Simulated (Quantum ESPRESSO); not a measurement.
The system is Co.

```
CELL_PARAMETERS angstrom
2.47200 0.00000 0.00000
-1.23600 2.14081 0.00000
0.00000 0.00000 4.02114
ATOMIC_POSITIONS crystal
Co 0.66667 0.33333 0.75000
Co 0.33333 0.66667 0.25000
```

- Program: Quantum ESPRESSO 7.5
- Task: relaxation of cell and atoms
- Functional: PBEsol
- Dispersion: rVV10
- Potentials or basis: GBRV 1.5 PBEsol
- Cutoff: 762 eV
- Density cutoff: 6095 eV
- k mesh: 8 × 8 × 5
- Occupations: fermi-dirac, width 0.05 eV
- Spin: collinear spin, ferromagnetic start
- Starting moments: [2.0, 2.0] μB

At the start: pressure -10.5 GPa; volume 10.64 Å³/atom.

Task: How do energy, volume and symmetry change on relaxing?

Result: Over 19 steps the energy falls by 15.5 meV/atom and the volume is 10.19 Å³/atom (-4.3 %); space group P6_3/mmc (No. 194, to 0.05 Å); moment 3.29 μB per cell.

The path:
```tsv
step	energy change (eV)	largest force (eV/Å)	pressure (GPa)	volume (Å³)
1	0.0000	0.0000	-10.52	21.28
2	-0.0129	0.0000	-8.18	21.06
3	-0.0272	0.0000	-3.74	20.67
4	-0.0297	0.0000	2.01	20.22
5	-0.0299	0.0000	1.88	20.23
6	-0.0301	0.0000	1.62	20.25
7	-0.0304	0.0000	1.26	20.27
8	-0.0307	0.0000	0.82	20.31
9	-0.0309	0.0000	0.34	20.34
10	-0.0310	0.0000	-0.15	20.38
11	-0.0310	0.0000	-0.15	20.38
12	-0.0310	0.0000	-0.15	20.38
13	-0.0310	0.0000	-0.14	20.38
14	-0.0310	0.0000	-0.13	20.38
15	-0.0310	0.0000	-0.12	20.38
16	-0.0310	0.0000	-0.11	20.38
17	-0.0310	0.0000	-0.09	20.37
18	-0.0310	0.0000	-0.08	20.37
19	-0.0310	0.0000	-0.06	20.37
```

Final structure:
```
Co
1.0
     2.44209    0.00000    0.00000
    -1.22104    2.11491    0.00000
     0.00000    0.00000    3.94434
Co
2
Cartesian
  1.2210 0.7050 2.9583
  0.0000 1.4099 0.9861
```

Caveat: the k mesh is coarse (spacing up to 0.37 Å⁻¹), so the values aren't converged; rVV10's parameter b was fitted to another functional.
